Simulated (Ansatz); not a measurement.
**BN: the order of phases at one pressure**

Aim: bring BN in several structures (rocksalt, CsCl, zincblende, wurtzite, NiAs) to one pressure and rank them by enthalpy. The pressure is set by scaling the first phase. Methods of the runs shown: LAPW. Companion runs by PAW are cited.

Method: DFT, PBE, all-electron LAPW, scalar-relativistic, in Ansatz 0.2.0.

## 1. Starting point

The structure is cubic, space group Fm-3m (No. 225). The conventional cell has a = 3.107 Å, b = 3.107 Å, c = 3.107 Å, α = 90.00°, β = 90.00°, γ = 90.00°. B (site symmetry m-3m) is surrounded by 6 N at 1.55 Å. N (site symmetry m-3m) is surrounded by 6 B at 1.55 Å.

As a file:

```
B N
1.0
     0.00000    1.55351    1.55351
     1.55351    0.00000    1.55351
     1.55351    1.55351    0.00000
B N
1 1
Cartesian
  0.0000 0.0000 0.0000
  1.5535 1.5535 1.5535
```

Atoms are numbered in the order of the input: B1, N2.

## 2. Rocksalt relaxed under pressure, LAPW

The input, input.yaml:

```yaml
crystal:
  lattice:
    - [0.0, 1.5535123011, 1.5535123011]
    - [1.5535123011, 0.0, 1.5535123011]
    - [1.5535123011, 1.5535123011, 0.0]
  atoms:
    - { symbol: B, position: [0.0, 0.0, 0.0] }
    - { symbol: "N", position: [0.5, 0.5, 0.5] }
kpoints:
  mp_grid: { grid: [17, 17, 17] }
scf:
  occupations: { method: fermi_dirac, width: 0.05 }
hamiltonian:
  xc: pbe
  pseudopotentials: { kind: all_electron, lapw: { basis_error: 0.0005 } }
output:
  forces: true
  stress: true
  eigenvalues: true
relax:
  f_tol: 0.005
  max_steps: 12
  cell: { p_target: 270.0, stress_tol: 0.135 }
```

On the command line:

```bash
$ ansatz run input.yaml --threads 1 --pin off --max-ram 3584MiB --backend cpu --events-out ev --progress --plain --runs-dir out
```

The program printed:

```text
The last accepted step is kept in <dir> (removed where the run ends without a failure and the disk answers)
LAPW: plane waves up to 11.828 Å⁻¹, error target 5.0e-4 eV per atom; small_component_spin mean_spin; B in spheres of 0.717 Å, 5 of its electrons in bands, Dirac shells []; N in spheres of 0.789 Å, 7 of its electrons in bands, Dirac shells []
Engine: ansatz 0.2.0
Pseudopotentials: kind: all_electron
Pseudopotential: B, LAPW, valence charge 5, Koelling and Harmon's equation, gaussian nucleus
Pseudopotential: N, LAPW, valence charge 7, Koelling and Harmon's equation, gaussian nucleus
Functional definition: PBE
  parameter kappa = 0.804
  parameter beta = 0.06672455060314922
  exchange = pbe_x(kappa = kappa, mu = beta*pi^2/3)
  correlation = pbe_c(beta = beta)
Crystal: 2 atoms, lattice volume = 7.498 Å³
Basis set: ecut = 532.9906946335859 eV, 181 PW (Γ), exchange–correlation at level 2
Bands: 10, of which v1, the nominal top of the filled ones, is band 6 counted from 1 (5 counted from 0)
Symmetry: 48 space group operations
Space group: Fm-3m (ITA 225), of the structure as read, at distance tolerance 2.0e-5 Å
k-points: 165 of 4913
Non-local potential: B, projectors of the file, none
Non-local potential: N, projectors of the file, none
Initial density: superposition of atomic densities (chi_scale 0.1, normalization cell, long waves kept (reshape's long-wave potential 0.00 eV rms))
Initial wavefunctions: plane waves of lowest kinetic energy (no species holds an atomic orbital)
Functional: x = pbe(κ = 0.804, μ = 0.2195149727645171), c = pbe(β = 0.06672455060314922)
iter 1 solved again at ethr=1.49e-2 eV; its pass at ethr=1.00e-1 eV (dr2=1.79e0 eV) is discarded
SCF iter   1: F=—  HF=-2164.120257 eV  |F-HF|=—  |Δ(HF+E_count)|=         —  Δρ=2.04e-1  dr2=1.79e0  ethr=1.49e-2  ⟨swp⟩=2.0  Hψ=12754  notcnv=0
preconditioner: auto → none  [insulator: Δε(μ)=6.137 eV  Ē_g=25.078 eV  σ=0.050 eV  W_gap=1.00  n_scr=0 (ndim 8)  ℏωp=38.4 eV  f_vac=0.000  D(μ)=0.00/eV (n_scr^D=0)  ε∞_Penn≈3.3]
iter 2 solved again at ethr=5.34e-4 eV; its pass at ethr=1.49e-2 eV (dr2=6.41e-2 eV) is discarded
SCF iter   2: F=—  HF=-2163.124943 eV  |F-HF|=—  |Δ(HF+E_count)|=   9.95e-1  Δρ=4.33e-2  dr2=6.45e-2  ethr=5.34e-4  ⟨swp⟩=2.0  Hψ=8927  notcnv=0
SCF iter   3: F=—  HF=-2163.113563 eV  |F-HF|=—  |Δ(HF+E_count)|=         —  Δρ=2.26e-2  dr2=1.70e-2  ethr=5.34e-4  ⟨swp⟩=2.0  Hψ=4950  notcnv=0
the basis was enlarged: its passes take 59.7 KiB over the memory plan, 1 of 1 planned eigensolver slots
SCF iter   4: F=—  HF=-2163.114899 eV  |F-HF|=—  |Δ(HF+E_count)|=   1.34e-3  Δρ=6.01e-3  dr2=1.22e-3  ethr=1.42e-4  ⟨swp⟩=2.0  Hψ=4854  notcnv=0
SCF iter   5: F=—  HF=-2163.115067 eV  |F-HF|=—  |Δ(HF+E_count)|=   1.67e-4  Δρ=8.02e-4  dr2=2.22e-5  ethr=1.02e-5  ⟨swp⟩=2.0  Hψ=4292  notcnv=0
SCF iter   6: F=-2163.115072 eV  HF=-2163.115072 eV  |F-HF|=2.80e-8  |Δ(HF+E_count)|=   5.07e-6  Δρ=4.59e-5  dr2=7.14e-8  ethr=1.85e-7  ⟨swp⟩=2.0  Hψ=4290  notcnv=0
SCF 1 converged in 6 iterations: F = -2163.115072 eV  dr2 = 7.14e-8
relax step   1: F+E_penalty+E_count = -2163.11507172 eV  Δ(F+E_penalty+E_count) = +0.000e0 eV  max|allowed force component| = 8.299e-31 eV/Å  Δτ_max = 0.0000 Å  P = +270.594 GPa  Ω = 7.498 Å³  (6 SCF iters, accepted)
Crystal: 2 atoms, lattice volume = 7.501 Å³
Basis set: ecut = 532.8800106557006 eV, 181 PW (Γ), exchange–correlation at level 2
Initial density: handed on by an earlier stage of this run
Initial wavefunctions: those handed on with the density
iter 1 solved again at ethr=1.09e-10 eV; its pass at ethr=1.00e-1 eV (dr2=1.31e-8 eV) is discarded
SCF iter   1: F=—  HF=-2163.119015 eV  |F-HF|=—  |Δ(HF+E_count)|=         —  Δρ=2.68e-5  dr2=1.28e-8  ethr=1.09e-10  ⟨swp⟩=4.9  Hψ=10057  notcnv=0
preconditioner: auto → none  [insulator: Δε(μ)=4.340 eV  Ē_g=24.598 eV  σ=0.050 eV  W_gap=1.00  n_scr=0 (ndim 8)  ℏωp=38.3 eV  f_vac=0.000  D(μ)=0.00/eV (n_scr^D=0)  ε∞_Penn≈3.4]
SCF iter   2: F=-2163.119015 eV  HF=-2163.119015 eV  |F-HF|=6.48e-9  |Δ(HF+E_count)|=   1.16e-8  Δρ=1.64e-5  dr2=8.13e-9  ethr=1.06e-10  ⟨swp⟩=2.0  Hψ=4290  notcnv=0
SCF 2 converged in 2 iterations: F = -2163.119015 eV  dr2 = 8.13e-9
relax step   2: F+E_penalty+E_count = -2163.11901485 eV  Δ(F+E_penalty+E_count) = -3.943e-3 eV  max|allowed force component| = 4.109e-31 eV/Å  Δτ_max = 0.0000 Å  P = +270.207 GPa  Ω = 7.501 Å³  (2 SCF iters, accepted)
Crystal: 2 atoms, lattice volume = 7.502 Å³
Basis set: ecut = 532.8208760978162 eV, 181 PW (Γ), exchange–correlation at level 2
iter 1 solved again at ethr=3.96e-11 eV; its pass at ethr=1.00e-1 eV (dr2=4.76e-9 eV) is discarded
SCF iter   1: F=—  HF=-2163.121120 eV  |F-HF|=—  |Δ(HF+E_count)|=         —  Δρ=1.67e-5  dr2=6.02e-9  ethr=3.96e-11  ⟨swp⟩=4.8  Hψ=9926  notcnv=0
preconditioner: auto → none  [insulator: Δε(μ)=4.339 eV  Ē_g=24.595 eV  σ=0.050 eV  W_gap=1.00  n_scr=0 (ndim 8)  ℏωp=38.3 eV  f_vac=0.000  D(μ)=0.00/eV (n_scr^D=0)  ε∞_Penn≈3.4]
SCF iter   2: F=-2163.121120 eV  HF=-2163.121120 eV  |F-HF|=8.82e-10  |Δ(HF+E_count)|=   2.68e-9  Δρ=9.58e-6  dr2=3.05e-9  ethr=3.96e-11  ⟨swp⟩=2.0  Hψ=4290  notcnv=0
SCF 3 converged in 2 iterations: F = -2163.121120 eV  dr2 = 3.05e-9
relax step   3: F+E_penalty+E_count = -2163.12112005 eV  Δ(F+E_penalty+E_count) = -2.105e-3 eV  max|allowed force component| = 3.862e-31 eV/Å  Δτ_max = 0.0000 Å  P = +270.000 GPa  Ω = 7.502 Å³  (2 SCF iters, accepted)
iter 1 solved again at ethr=2.55e-11 eV; its pass at ethr=1.00e-1 eV (dr2=3.06e-9 eV) is discarded
SCF iter   1: F=—  HF=-2163.121120 eV  |F-HF|=—  |Δ(HF+E_count)|=         —  Δρ=9.58e-6  dr2=3.05e-9  ethr=2.55e-11  ⟨swp⟩=2.3  Hψ=7775  notcnv=0
SCF iter   2: F=-2163.121120 eV  HF=-2163.121120 eV  |F-HF|=2.56e-10  |Δ(HF+E_count)|=   3.11e-9  Δρ=4.47e-6  dr2=5.90e-10  ethr=2.55e-11  ⟨swp⟩=2.0  Hψ=4290  notcnv=0
SCF 4 converged in 2 iterations: F = -2163.121120 eV  dr2 = 5.90e-10
relax step   4: F+E_penalty+E_count = -2163.12112004 eV  Δ(F+E_penalty+E_count) = +5.783e-9 eV  max|allowed force component| = 4.437e-31 eV/Å  Δτ_max = 0.0000 Å  P = +270.000 GPa  Ω = 7.502 Å³  stress off target by 4.91e-6 GPa  SCF on the basis re-selected at this cell (its energy is not comparable with the rows above)  (2 SCF iters)
basis re-selected at this cell: Δ(F+E_penalty+E_count) = +5.783e-9 eV, ΔP = -0.000 GPa vs the last step (what re-selecting the basis moved, after the strain that the cell walked since its last selection, with what the two solves' SCF thresholds leave and, on support functions, any second-order correction that the steps lacked; it is no measure of the basis error at this ecutwfc). This SCF's stress stands 4.91e-6 GPa from its target on what of the cell is left free (relax.cell.stress_tol is 1.35e-1 GPa) and its largest allowed force component is 4.44e-31 eV/Å (relax.f_tol is 5.00e-3 eV/Å): within both
SCF converged after 2 iterations
Free energy (F): -2163.121120 eV
Harris-Foulkes:  -2163.121120 eV  (|F-HF|=2.56e-10)
Internal energy: -2163.121120 eV  (E = F + TS)
E sigma→0 (E₀):  -2163.121120 eV
Fermi energy:    24.701355 eV
--- Per-component energies (eV) ---
  E_band       = -921.811914
  E_kinetic    = 2193.156552
  E_xc         = -307.806609
  E_electrostatic = -4048.471063  (all electrons and nuclei)
  E_smearing   = -0.000000  (= −TS)
  E_closure    = 0.000000  (closes the sum)
  E_atoms      = -2151.229577  (free atoms, spherical and without spin; not in F)
  Σ components = -2163.121120   (vs F -2163.121120, Δ=0.00e0)
  Basis errors (estimates in eV, not in F): energy 2.0e-4 per atom: plane waves 2.0e-4 (1.2e-4 summed), levels above the bands 8.4e-145, relativity 1.6e-8, radial functions 2.2e-6, core shells 0.0e0; eigenvalues (radial functions only) 2.5e-6; not estimated: angular momenta, meshes, grids; target (lapw.basis_error) 5.0e-4; muffin-tin radii B 0.718 Å, N 0.790 Å
--- Forces (eV/Å), atoms counted from 1 ---
  atom   1  B     -0.00000000     0.00000000     0.00000000
  atom   2  N      0.00000000    -0.00000000     0.00000000
  max |Σ_I F_I| component: 3.78e-31 eV/Å
--- Stress (GPa, compression-positive) ---
      270.000005       0.000000      -0.000000
        0.000000     270.000005       0.000000
       -0.000000       0.000000     270.000005
  P = ⅓ Tr σ = 270.0000 GPa (2700.000 kbar)
--- Band table (eV; the first three rows and the last of 165) ---
  k-point 0: bands = ["-353.3110", "-153.1374", "-5.4720", "21.3895", "21.3895", "21.3895", "38.5693", "38.5693", "38.5693", "40.6343"]
  k-point 1: bands = ["-353.3110", "-153.1374", "-5.3505", "20.8689", "21.3661", "21.3661", "37.9896", "37.9896", "38.2623", "40.8410"]
  k-point 2: bands = ["-353.3110", "-153.1372", "-4.9865", "19.4294", "21.3074", "21.3074", "36.5764", "36.5764", "37.4520", "41.3273"]
  k-point 164: bands = ["-353.3110", "-153.1353", "6.0684", "9.0713", "9.5157", "13.9838", "32.8000", "34.0031", "40.4624", "41.8199"]
--- Relaxed structure (3 steps of the walk, 3 accepted, 1 SCFs on fresh bases) ---
  F+E_penalty+E_count = -2163.12112004 eV   max|allowed force component| = 4.437e-31 eV/Å   (the final SCF, on the basis selected at the relaxed cell)
  cell:  # Å, volume = 7.5021 Å³
    - [1.0349974441819168e-34, 1.553759845986965, 1.553759845986965]
    - [1.553759845986965, 2.050091091360335e-34, 1.553759845986965]
    - [1.553759845986965, 1.553759845986965, -9.275169403630254e-35]
  atoms:
    - { symbol: B, position: [3.1527868334011163e-38, -2.648340940057589e-38, -3.1527868334008866e-38] }
    - { symbol: N, position: [0.5, 0.5, 0.5] }
```

Run time: 18 s. Hardware: 1 thread of Intel Xeon 6975P-C (Granite Rapids), shared host; peak memory 0.4 GiB.

Relaxation path:

```
step  energy from step 1 (eV/cell)  largest force component (eV/Å)  pressure (GPa)  volume (Å³)
   1                        0.0000                          0.0000          270.59         7.50
   2                       -0.0039                          0.0000          270.21         7.50
   3                       -0.0060                          0.0000          270.00         7.50
   4                       -0.0060                          0.0000          270.00         7.50
```

Step 1 is the start. Step 4 repeats the geometry before on a plane-wave basis chosen anew for that cell, so the energy can jump there without any move; the table keeps such jumps.

| input's cell | before | after | change |
| --- | --- | --- | --- |
| a (Å) | 2.197 | 2.197 | +0.0 % |
| b (Å) | 2.197 | 2.197 | +0.0 % |
| c (Å) | 2.197 | 2.197 | +0.0 % |
| volume (Å³/atom) | 3.75 | 3.75 | +0.0 % |

Result: pressure 270.00 GPa; gap on the k mesh 4.34 eV (an odd mesh misses the zone boundary).

## 3. CsCl relaxed under pressure, LAPW

Edit input.yaml of step 2 so:

```diff
@@ -2,5 +2,5 @@
   lattice:
-    - [0.0, 1.5535123011, 1.5535123011]
-    - [1.5535123011, 0.0, 1.5535123011]
-    - [1.5535123011, 1.5535123011, 0.0]
+    - [1.9972470186, 0.0, 0.0]
+    - [0.0, 1.9972470186, 0.0]
+    - [0.0, 0.0, 1.9972470186]
   atoms:
@@ -9,3 +9,3 @@
 kpoints:
-  mp_grid: { grid: [17, 17, 17] }
+  mp_grid: { grid: [16, 16, 16] }
 scf:
```

On the command line:

```bash
$ ansatz run input.yaml --threads 1 --pin off --max-ram 3584MiB --backend cpu --events-out ev --progress --plain --runs-dir out
```

The program printed, shortened:

```text
[...]
LAPW: plane waves up to 10.689 Å⁻¹, error target 5.0e-4 eV per atom; small_component_spin mean_spin; B in spheres of 0.793 Å, 5 of its electrons in bands, Dirac shells []; N in spheres of 0.884 Å, 7 of its electrons in bands, Dirac shells []
[...]
Pseudopotentials: kind: all_electron
Pseudopotential: B, LAPW, valence charge 5, Koelling and Harmon's equation, gaussian nucleus
Pseudopotential: N, LAPW, valence charge 7, Koelling and Harmon's equation, gaussian nucleus
Functional definition: PBE
[...]
Crystal: 2 atoms, lattice volume = 7.967 Å³
Basis set: ecut = 435.27213809433647 eV, 171 PW (Γ), exchange–correlation at level 2
Bands: 10, of which v1, the nominal top of the filled ones, is band 6 counted from 1 (5 counted from 0)
Symmetry: 48 space group operations
Space group: Pm-3m (ITA 221), of the structure as read, at distance tolerance 2.0e-5 Å
k-points: 165 of 4096
[...]
--- Forces (eV/Å), atoms counted from 1 ---
  atom   1  B     -0.00000000     0.00000000    -0.00000000
  atom   2  N     -0.00000000    -0.00000000    -0.00000000
[...]
--- Stress (GPa, compression-positive) ---
      270.070898       0.000000       0.000000
        0.000000     270.070898       0.000000
        0.000000       0.000000     270.070898
  P = ⅓ Tr σ = 270.0709 GPa (2700.709 kbar)
--- Band table (eV; the first three rows and the last of 165) ---
  k-point 0: bands = ["-355.6665", "-154.2982", "-5.8838", "18.8638", "18.8638", "18.8638", "31.0376", "34.8203", "34.8203", "38.9917"]
[...]
--- Relaxed structure (1 steps of the walk, 1 accepted, 1 SCFs on fresh bases) ---
  F+E_penalty+E_count = -2158.61741110 eV   max|allowed force component| = 5.999e-31 eV/Å   (the final SCF, on the basis selected at the relaxed cell)
  cell:  # Å, volume = 7.9670 Å³
    - [1.9972470186, 0.0, 0.0]
    - [0.0, 1.9972470186, 0.0]
    - [0.0, 0.0, 1.9972470186]
  atoms:
    - { symbol: B, position: [0.0, 0.0, 0.0] }
    - { symbol: N, position: [0.5, 0.5, 0.5] }
```

Run time: 11 s. Hardware: 1 thread of Intel Xeon 6975P-C (Granite Rapids), shared host; peak memory 0.39 GiB.

The steps of the relaxation:

```
step  energy from step 1 (eV/cell)  largest force component (eV/Å)  pressure (GPa)  volume (Å³)
   1                        0.0000                          0.0000          270.07         7.97
   2                        0.0000                          0.0000          270.07         7.97
```

Step 1 is the start. Step 2 repeats the geometry before on a plane-wave basis chosen anew for that cell, so the energy can jump there without any move; the table keeps such jumps.

| input's cell | before | after | change |
| --- | --- | --- | --- |
| a (Å) | 1.997 | 1.997 | -0.0 % |
| b (Å) | 1.997 | 1.997 | -0.0 % |
| c (Å) | 1.997 | 1.997 | -0.0 % |
| volume (Å³/atom) | 3.98 | 3.98 | -0.0 % |

In short: pressure 270.07 GPa; no gap.

[end of part 1 of 2]
